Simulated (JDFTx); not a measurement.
Input of a JDFTx 1.7.0 (patched build) run:

File ZrC.in:

```
lattice \
    0.0000000000     4.4692022847     4.4692022847 \
    4.4692022847     0.0000000000     4.4692022847 \
    4.4692022847     4.4692022847     0.0000000000
coords-type Cartesian
ion Zr     4.4692022847     4.4692022847     4.4692022847 1
ion C      0.0000000000     0.0000000000     0.0000000000 1

ion-species pseudo/Zr.upf
ion-species pseudo/C.upf
elec-cutoff 41 328
elec-ex-corr gga-PBE
kpoint-folding 10 10 10
elec-smearing Fermi 0.0018374661
elec-n-bands 14
add-U Zr d 0.220496
electronic-SCF nIterations 100 energyDiffThreshold 1e-08
electronic-minimize nIterations 30 energyDiffThreshold 1e-7
converge-empty-states yes
forces-output-coords Cartesian
density-of-states Esigma 0.004 \
  Total \
  OrthoOrbital Zr 1 1s \
  OrthoOrbital Zr 1 2s \
  OrthoOrbital Zr 1 p \
  OrthoOrbital Zr 1 d \
  OrthoOrbital C 1 s \
  OrthoOrbital C 1 p

dump-name run.$VAR
dump End Ecomponents EigStats BandEigs Kpoints Forces Stress DOS
```

Potentials or basis: PseudoDojo-SR-PBE-0.5-standard with smoothed tails.

The run is started by

```bash
$ jdftx -c 1 -i ZrC.in -o ZrC.out
```

**Question.** Estimate the pressure.

**Answer.** -1.4 GPa.

**Question.** Estimate the band gap on the k mesh.

**Answer.** None (metal or under the smearing width).

**Question.** Predict the Loewdin charges.

**Answer.** Zr +0.83; C -0.79 e.

States per cell in windows of 1 eV (zero at the Fermi level; states under -8 eV left out):
| from (eV) | total | C p | Zr d | Zr p | C s | Zr s |
| --- | --- | --- | --- | --- | --- | --- |
| -8.0 | 0.00 | 0.00 | 0.00 | 0.00 | 0.00 | 0.00 |
| -7.0 | 0.00 | 0.00 | 0.00 | 0.00 | 0.00 | 0.00 |
| -6.0 | 0.00 | 0.00 | 0.00 | 0.00 | 0.00 | 0.00 |
| -5.0 | 0.40 | 0.20 | 0.14 | 0.00 | 0.00 | 0.01 |
| -4.0 | 1.77 | 0.96 | 0.63 | 0.02 | 0.02 | 0.02 |
| -3.0 | 2.34 | 1.33 | 0.87 | 0.06 | 0.04 | 0.00 |
| -2.0 | 1.18 | 0.62 | 0.51 | 0.02 | 0.01 | 0.00 |
| -1.0 | 0.32 | 0.20 | 0.11 | 0.00 | 0.00 | 0.00 |
| 0.0 | 0.27 | 0.11 | 0.14 | 0.00 | 0.00 | 0.00 |

Caveat: U without spin polarisation on a metal has little footing; the U is typed as a test and isn't derived for this compound.
